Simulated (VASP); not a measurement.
# TiO2 in VASP: relaxation of the atoms with PBEsol

Aim: the relaxation of the atoms of TiO2 with PBEsol.

All numbers are computed with VASP 6.6.1; they aren't measurements. Logs are shortened: lines on timing, memory, paths and dates and some standing lists are left out, and cuts for length are marked.

### 1 The slab as given

The cell holds a slab with vacuum, 18 atoms: a = 6.494 Å, b = 2.957 Å, c = 25.028 Å, α = 90.00°, β = 90.00°, γ = 90.00°.

### 2 Relaxation of the atoms, PBEsol

File INCAR:

```
SYSTEM = TiO2
PREC = Accurate
ENCUT = 520
EDIFF = 1E-7
ISMEAR = 0
SIGMA = 0.05
LREAL = .False.
LASPH = .True.
NELM = 100
ALGO = Fast
ISIF = 2
LWAVE = .False.
LCHARG = .False.
LDIPOL = .True.
IDIPOL = 3
DIPOL = 0.5 0.5 0.500
GGA = PS
IBRION = 2
NSW = 100
EDIFFG = -0.015
KPAR = 8
```

File KPOINTS:

```
Automatic mesh
0
Gamma
  4 8 1
  0 0 0
```

File POSCAR:

```
TiO2
1.0
    6.4943515210      0.0000000000      0.0000000000
    0.0000000000      2.9574000000      0.0000000000
    0.0000000000      0.0000000000     25.0276681620
O Ti
12 6
Direct
    0.0000000000      0.0000000000      0.3196462390
    0.5000000000      0.0000000000      0.4493896790
    0.6950400000      0.5000000000      0.3702565601
    0.0000000000      0.0000000000      0.4208668811
    0.3049600000      0.5000000000      0.3702565601
    0.0000000000      0.0000000000      0.5791331189
    0.1950400000      0.5000000000      0.5000000000
    0.5000000000      0.0000000000      0.5506103210
    0.8049600000      0.5000000000      0.5000000000
    0.6950400000      0.5000000000      0.6297434399
    0.0000000000      0.0000000000      0.6803537610
    0.3049600000      0.5000000000      0.6297434399
    0.5000000000      0.0000000000      0.3702565601
    1.0000000000      0.5000000000      0.3702565601
    0.0000000000      0.0000000000      0.5000000000
    0.5000000000      0.5000000000      0.5000000000
    0.5000000000      0.0000000000      0.6297434399
    0.0000000000      0.5000000000      0.6297434399
```

Potentials or basis: VASP PAW PBE potentials, release 64 (O, Ti_sv).

Run with:

```
> cat potpaw_PBE.64/O/POTCAR potpaw_PBE.64/Ti_sv/POTCAR > POTCAR
> mpirun -np 8 vasp_std > vasp.out
```

OUTCAR:

```text
SYSTEM = TiO2
   PREC = Accurate
   ENCUT = 520
   EDIFF = 1E-7
   ISMEAR = 0
   LREAL = .False.
   LASPH = .True.
   NELM = 100
   ISIF = 2
   GGA = PS
   IBRION = 2
   NSW = 100
   EDIFFG = -0.015

 ion  position               nearest neighbor table
   1  0.000  0.000  0.320-  14 1.95  14 1.95
   2  0.500  0.000  0.449-  16 1.95  16 1.95  13 1.98
   3  0.695  0.500  0.370-  13 1.95  13 1.95  14 1.98
   4  0.000  0.000  0.421-  14 1.95  14 1.95  15 1.98
   5  0.305  0.500  0.370-  13 1.95  13 1.95  14 1.98
   6  0.000  0.000  0.579-  18 1.95  18 1.95  15 1.98
   7  0.195  0.500  0.500-  15 1.95  15 1.95  16 1.98
   8  0.500  0.000  0.551-  16 1.95  16 1.95  17 1.98
   9  0.805  0.500  0.500-  15 1.95  15 1.95  16 1.98
  10  0.695  0.500  0.630-  17 1.95  17 1.95  18 1.98
  11  0.000  0.000  0.680-  18 1.95  18 1.95
  12  0.305  0.500  0.630-  17 1.95  17 1.95  18 1.98
  13  0.500  0.000  0.370-   3 1.95   5 1.95   3 1.95   5 1.95   2 1.98
  14  0.000  0.500  0.370-   4 1.95   4 1.95   1 1.95   1 1.95   3 1.98   5 1.98
  15  0.000  0.000  0.500-   7 1.95   9 1.95   7 1.95   9 1.95   4 1.98   6 1.98
  16  0.500  0.500  0.500-   2 1.95   8 1.95   2 1.95   8 1.95   7 1.98   9 1.98
  17  0.500  0.000  0.630-  10 1.95  12 1.95  10 1.95  12 1.95   8 1.98
  18  0.000  0.500  0.630-   6 1.95   6 1.95  11 1.95  11 1.95  10 1.98  12 1.98

  LATTYP: Found a simple orthorhombic cell.
 ALAT       =     2.9574000000
 B/A-ratio  =     2.1959665656
 C/A-ratio  =     8.4627267742

  Lattice vectors:

 A1 = (   0.0000000000,  -2.9574000000,   0.0000000000)
 A2 = (   6.4943515210,   0.0000000000,   0.0000000000)
 A3 = (   0.0000000000,   0.0000000000,  25.0276681620)

Analysis of symmetry for initial positions (statically):
=====================================================================
 Subroutine PRICEL returns:
 Original cell was already a primitive cell.

 Routine SETGRP: Setting up the symmetry group for a
 simple orthorhombic supercell.

 Subroutine GETGRP returns: Found  8 space group operations
 (whereof  8 operations were pure point group operations)
 out of a pool of  8 trial point group operations.

The static configuration has the point symmetry D_2h.

Analysis of symmetry for dynamics (positions and initial velocities):
=====================================================================
 Subroutine PRICEL returns:
 Original cell was already a primitive cell.

 Routine SETGRP: Setting up the symmetry group for a
 simple orthorhombic supercell.

 Subroutine GETGRP returns: Found  8 space group operations
 (whereof  8 operations were pure point group operations)
 out of a pool of  8 trial point group operations.

The dynamic configuration has the point symmetry D_2h.

 Subroutine INISYM returns: Found  8 space group operations
 (whereof  8 operations are pure point group operations),
 and found     1 'primitive' translations

----------------------------------------------------------------------------------------

                                     Primitive cell

  volume of cell :     480.6913

  direct lattice vectors                    reciprocal lattice vectors
     6.494351521  0.000000000  0.000000000     0.153979962  0.000000000  0.000000000
     0.000000000  2.957400000  0.000000000     0.000000000  0.338134848  0.000000000
     0.000000000  0.000000000 25.027668162     0.000000000  0.000000000  0.039955780

  length of vectors
     6.494351521  2.957400000 25.027668162     0.153979962  0.338134848  0.039955780

  position of ions in fractional coordinates (direct lattice)
     0.000000000  0.000000000  0.319646239
     0.500000000  0.000000000  0.449389679
     0.695040000  0.500000000  0.370256560
     0.000000000  0.000000000  0.420866881
     0.304960000  0.500000000  0.370256560
[... 86 lines left out ...]
 SYSTEM =  TiO2
   PREC   = accura    normal or accurate (medium, high low for compatibility)
   ISTART =      0    job   : 0-new  1-cont  2-samecut
   ICHARG =      2    charge: 1-file 2-atom 10-const
   ISPIN  =      1    spin polarized calculation?
   LNONCOLLINEAR =      F non collinear calculations
   LSORBIT =      F    spin-orbit coupling
   LASPH  =      T    aspherical Exc in radial PAW
   ENCUT  =  520.0 eV  38.22 Ry    6.18 a.u.  12.08  5.50 46.53*2*pi/ulx,y,z
   NELM   =    100;   NELMIN=  2; NELMDL= -5     # of ELM steps
   EDIFF  = 0.1E-06   stopping-criterion for ELM
   LREAL  =      F    real-space projection
   EDIFFG = -.1E-01   stopping-criterion for IOM
   NSW    =    100    number of steps for IOM
   IBRION =      2    ionic relax: 0-MD 1-quasi-New 2-CG
   NFREE  =      1    steps in history (QN), initial steepest desc. (CG)
   ISIF   =      2    stress and relaxation
   ISYM   =      2    0-nonsym 1-usesym 2-fastsym
   POTIM  = 0.5000    time-step for ionic-motion
   TEBEG  =    0.0;   TEEND  =   0.0 temperature during run
   PSTRESS=    0.0 pullay stress
   NELECT =     144.0000    total number of electrons
   NUPDOWN=      -1.0000    fix difference up-down
   EMIN   =  10.00;   EMAX   =-10.00  energy-range for DOS
   EFERMI =   0.00;   METHOD = LEGACY
   ISMEAR =     0;   SIGMA  =   0.05  broadening in eV -4-tet -1-fermi 0-gaus
   EFERMI_NEDOS =   21; number of points for ismear=-14 and -15
   IALGO  =     68    algorithm
   IMIX   =      4    mixing-type and parameters
     AMIX     =   0.40;   BMIX     =  1.00
     AMIX_MAG =   1.60;   BMIX_MAG =  1.00
  volume/ion in A,a.u.               =      26.71       180.21
  Fermi-wavevector in a.u.,A,eV,Ry     =   1.095402  2.070010 16.325710  1.199906
  Thomas-Fermi vector in A             =   2.231725
   LORBIT       =      0    0 simple, 1 ext, 2 COOP (PROOUT), +10 PAW based schemes
   GGA     = PS    functional components
   LHFCALC =     F    Hartree Fock is set to
   AEXX    =    0.0000 exact exchange contribution
   IVDW    =     0    specifies the selected vdW correction
   LEPSILON=     F    determine dielectric tensor
   LRPA    =     F    only Hartree local field effects (RPA)
 conjugate gradient relaxation of ions
 non-spin polarized calculation
 RMM-DIIS sequential band-by-band and
 Gauss-broadening in eV      SIGMA  =   0.05
  energy-cutoff  :      520.00
  volume of cell :      480.69
 maximum number of plane-waves:     12992
   NGX = 25   NGY = 11   NGZ = 93

--------------------------------------- Ionic step        1  -------------------------------------------

 number of electron     143.9999951 magnetization

 Free energy of the ion-electron system (eV)
  ---------------------------------------------------
  ext. energy  EPLUGINS =         0.00000000
  ---------------------------------------------------
  free energy    TOTEN  =      -164.61202170 eV

  energy without entropy =     -164.61202170  energy(sigma->0) =     -164.61202170

------------------------ aborting loop because EDIFF is reached ----------------------------------------

  FORCE on cell =-STRESS in cart. coord.  units (eV):
  Direction    XX          YY          ZZ          XY          YZ          ZX
  --------------------------------------------------------------------------------------
  -------------------------------------------------------------------------------------
  Total        1.5592845     -9.9359845     -7.8633061      0.0000000      0.0000000      0.0000000
  in kB        5.1972033    -33.1173243    -26.2089436      0.0000000      0.0000000      0.0000000
  external PRESSURE =     -18.0430215 kB  Pullay stress =       0.0000000 kB
[... 137 lines left out ...]
  FREE ENERGIE OF THE ION-ELECTRON SYSTEM (eV)
  ---------------------------------------------------
  free  energy   TOTEN  =      -165.9007039283 eV

  energy  without entropy=     -165.9007039283  energy(sigma->0) =     -165.90070393

[... ionic steps 4 to 18 ...]

--------------------------------------- Ionic step       19  -------------------------------------------

 number of electron     143.9999931 magnetization

------------------------ aborting loop because EDIFF is reached ----------------------------------------
[... 47 lines left out ...]
--------------------------------------- Ionic step       20  -------------------------------------------

 number of electron     143.9999929 magnetization

 dipolmoment           0.000000      0.000000      0.000000 electrons x Angstroem

------------------------ aborting loop because EDIFF is reached ----------------------------------------

  FORCE on cell =-STRESS in cart. coord.  units (eV):
  Direction    XX          YY          ZZ          XY          YZ          ZX
  --------------------------------------------------------------------------------------
  -------------------------------------------------------------------------------------
  Total       -0.4934660     -5.5583943     -0.2439580      0.0000000      0.0000000      0.0000000
  in kB       -1.6447562    -18.5265130     -0.8131290      0.0000000      0.0000000      0.0000000
  external PRESSURE =      -6.9947994 kB  Pullay stress =       0.0000000 kB
[... 39 lines left out ...]
--------------------------------------- Ionic step       21  -------------------------------------------

 number of electron     143.9999930 magnetization

 dipolmoment           0.000000      0.000000     -0.000000 electrons x Angstroem

 Free energy of the ion-electron system (eV)
  ---------------------------------------------------
  ext. energy  EPLUGINS =         0.00000000
  ---------------------------------------------------
  free energy    TOTEN  =      -166.24638809 eV

  energy without entropy =     -166.24638809  energy(sigma->0) =     -166.24638809

 E-fermi :  -2.3340     XC(G=0):  -5.0171

 val. band max:       -2.6846146708   @ k =   0.0000   0.0000   0.0000
 cond. band min:      -1.2747618323   @ k =   0.0000   0.0000   0.0000
 fundamental gap:      1.4098528385
 Fermi energy:        -2.3339759091

 k-point     1 :       0.0000    0.0000    0.0000
  band No.  band energies     occupation
      1     -59.8057      2.00000
      2     -59.4979      2.00000
      3     -59.4978      2.00000
      4     -58.9598      2.00000
      5     -58.3755      2.00000
      6     -58.3755      2.00000
[... 1294 lines left out ...]
     83       0.9394      0.00000
     84       1.0440      0.00000
 [bands above 84 left out]

------------------------ aborting loop because EDIFF is reached ----------------------------------------

 vacuum level on the upper side and lower side of the slab       (xc-potential included)        -0.005        -0.005

  FORCE on cell =-STRESS in cart. coord.  units (eV):
  Direction    XX          YY          ZZ          XY          YZ          ZX
  --------------------------------------------------------------------------------------
  -------------------------------------------------------------------------------------
  Total       -0.4537421     -5.5263165     -0.2460300      0.0000000      0.0000000      0.0000000
  in kB       -1.5123538    -18.4195955     -0.8200349      0.0000000      0.0000000      0.0000000
  external PRESSURE =      -6.9173281 kB  Pullay stress =       0.0000000 kB
[... 33 lines left out ...]
  FREE ENERGIE OF THE ION-ELECTRON SYSTEM (eV)
  ---------------------------------------------------
  free  energy   TOTEN  =      -166.2463880865 eV

  energy  without entropy=     -166.2463880865  energy(sigma->0) =     -166.24638809

 reached required accuracy - stopping structural energy minimisation

 vacuum level on the upper side and lower side of the slab         4.727         4.727
```

Run time: 1.8 h. Hardware: 8 MPI ranks of Intel Xeon Platinum 8488C (Sapphire Rapids), shared host; peak memory 0.88 GiB.

Results:

```yaml
Free_energy: -166.2464 eV
Energy_gained_by_relaxing: 90.8 meV/atom
Ionic_steps: 21
Largest_force_after_relaxing: 0.014 eV/Å
Band_gap_on_the_k_mesh: 1.41 eV, direct
```

Forces in eV/Å, atoms in the order of the input:
```
O    0.000  0.000 -0.003
O    0.000  0.000  0.011
O   -0.007  0.000 -0.001
O    0.000  0.000  0.012
O    0.007  0.000 -0.001
O    0.000  0.000 -0.012
O    0.004  0.000  0.000
O    0.000  0.000 -0.011
O   -0.004  0.000  0.000
O   -0.007  0.000  0.001
O    0.000  0.000  0.003
O    0.007  0.000  0.001
Ti   0.000  0.000  0.000
Ti   0.000  0.000 -0.014
Ti   0.000  0.000  0.000
Ti   0.000  0.000  0.000
Ti   0.000  0.000  0.000
Ti   0.000  0.000  0.014
```

The path:
```tsv
step	energy change (eV)	largest force (eV/Å)	pressure (GPa)
1	0.0000	3.4277	-1.80
2	-1.0529	2.6151	1.01
3	-1.2887	1.3662	-0.18
4	-1.5310	1.1806	0.10
5	-1.5353	1.0951	0.06
6	-1.5466	1.2833	-0.14
7	-1.5807	0.3671	-0.08
8	-1.5989	0.1870	-0.10
9	-1.6008	0.2400	-0.11
10	-1.6153	0.1902	-0.16
11	-1.6213	0.2330	-0.21
12	-1.6299	0.2485	-0.44
13	-1.6299	0.2506	-0.44
14	-1.6314	0.1797	-0.67
15	-1.6330	0.0524	-0.57
16	-1.6336	0.0355	-0.59
17	-1.6337	0.0422	-0.60
18	-1.6341	0.0246	-0.64
19	-1.6343	0.0432	-0.68
20	-1.6343	0.0335	-0.70
21	-1.6344	0.0137	-0.69
```

Final structure:
```xyz
18
Lattice="6.4944 0.0000 0.0000 0.0000 2.9574 0.0000 0.0000 0.0000 25.0277" Properties=species:S:1:pos:R:3 pbc="T T T"
O     0.0000    0.0000    8.0602
O     3.2472    0.0000   11.2317
O     4.4541    1.4787    9.1007
O     0.0000    0.0000   10.5875
O     2.0402    1.4787    9.1007
O     0.0000    0.0000   14.4402
O     1.3284    1.4787   12.5138
O     3.2472    0.0000   13.7960
O     5.1660    1.4787   12.5138
O     4.4541    1.4787   15.9270
O     0.0000    0.0000   16.9674
O     2.0402    1.4787   15.9270
Ti    3.2472    0.0000    9.3961
Ti    0.0000    1.4787    9.1376
Ti    0.0000    0.0000   12.5138
Ti    3.2472    1.4787   12.5138
Ti    3.2472    0.0000   15.6316
Ti    0.0000    1.4787   15.8900
```

Caveat: the PAW data sets were made with another functional, which shifts forces and pressure a little. As with any semilocal functional, this PBEsol gap is likely too small.
